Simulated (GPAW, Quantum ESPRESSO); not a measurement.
A GPAW input for a self-consistent single point of Li₃N (P6/mmm, 4 atoms in the cell) (DFT PBE, plane waves, GPAW PAW datasets PBE (gpaw-data 1.0.1)):

```python
from ase import Atoms
from ase.units import GPa
from gpaw import GPAW, PW

atoms = Atoms(['Li', 'Li', 'Li', 'N'],
              cell=[[3.501099, 0.000000, 0.000000],
                    [-1.750550, 3.032041, 0.000000],
                    [0.000000, 0.000000, 3.738638]],
              positions=[[0.000000, 0.000000, 1.869319],
                         [-0.000002, 2.021362, 0.000000],
                         [1.750551, 1.010679, 0.000000],
                         [0.000000, 0.000000, 0.000000]],
              pbc=True)

calc = GPAW(mode=PW(900),
            xc='PBE',
            kpts={'size': (6, 6, 5), 'gamma': True},
            occupations={'name': 'fixed-uniform'},
            nbands=-8,
            convergence={'density': 1e-05, 'energy': 1e-05, 'bands': -6},
            symmetry={'symmorphic': False, 'tolerance': 0.0005},
            maxiter=120)

atoms.calc = calc

energy = atoms.get_potential_energy()
print('Energy (eV):', round(energy, 6))
forces = atoms.get_forces()
print('Forces (eV/Ang):')
print(forces.round(5))
stress = atoms.get_stress()
print('Stress (GPa, Voigt):', (stress / GPa).round(4))
```

### Question
Write the same calculation as an input for Quantum ESPRESSO.

### Answer
This is the input that was run; spellings and numerical settings could be chosen otherwise.

```fortran
&control
    calculation = 'scf'
    prefix = 'Li3N'
    outdir = './tmp/'
    pseudo_dir = './'
    tprnfor = .true.
    tstress = .true.
/
&system
    ibrav = 0
    nat = 4
    ntyp = 2
    ecutwfc = 45
    ecutrho = 360
    occupations = 'fixed'
    nbnd = 9
/
&electrons
    conv_thr = 1e-8
/
ATOMIC_SPECIES
Li     6.9400  li_pbe_v1.4.uspp.F.UPF
N     14.0070  N.pbe-n-radius_5.UPF
ATOMIC_POSITIONS crystal
Li    0.000000000    0.000000000    0.500000000
Li    0.333333333    0.666666667    0.000000000
Li    0.666666667    0.333333333    0.000000000
N     0.000000000    0.000000000    0.000000000
K_POINTS automatic
6 6 5  0 0 0
CELL_PARAMETERS angstrom
   3.501099187     0.000000000     0.000000000
  -1.750549594     3.032040838     0.000000000
   0.000000000     0.000000000     3.738638000
```

Basis settings and potentials, where a program has them, do not carry over. This input uses DFT, PBE, plane waves, SSSP 1.1.2 efficiency (PBE) pseudopotentials.

The starting cell comes from a database of computed structures (which also holds hypothetical and non-ambient phases and stackings), without a prior relaxation at this level. Its lattice was rescaled by a random factor within 2.5 % of one. For this run, on top of that: lattice scaled by 0.98.
